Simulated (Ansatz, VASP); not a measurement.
# One calculation of Pd, two programs

```
Pd
1.0
     4.07108    0.00000    0.00000
     0.00000    4.07108    0.00000
     0.00000    0.00000    4.07108
Pd
1
Cartesian
  0.0000 0.0000 0.0000
```

This isn't the form of Pd at room conditions, which is fcc.

Alike in both runs: task single point; functional PBEsol; dispersion D4; k mesh 6 × 6 × 6; occupations methfessel-paxton of order 1, width 0.15 eV; no spin polarisation.

```csv
,VASP,Ansatz
version,VASP 6.6.1,Ansatz 0.2.0
potentials or method,"VASP PAW PBE potentials, release 64 (Pd)","plane waves, PAW"
plane-wave cutoff (eV),520,460
valence electrons in the cell,10,18
```

VASP gave:

| Item | Value |
| --- | --- |
| dispersion energy (meV/atom) | -204.6 |

Question: Which values does Ansatz return?

Answer: Dispersion energy (meV/atom): -204.9.

The two sets of potentials don't hold the same shells in valence.
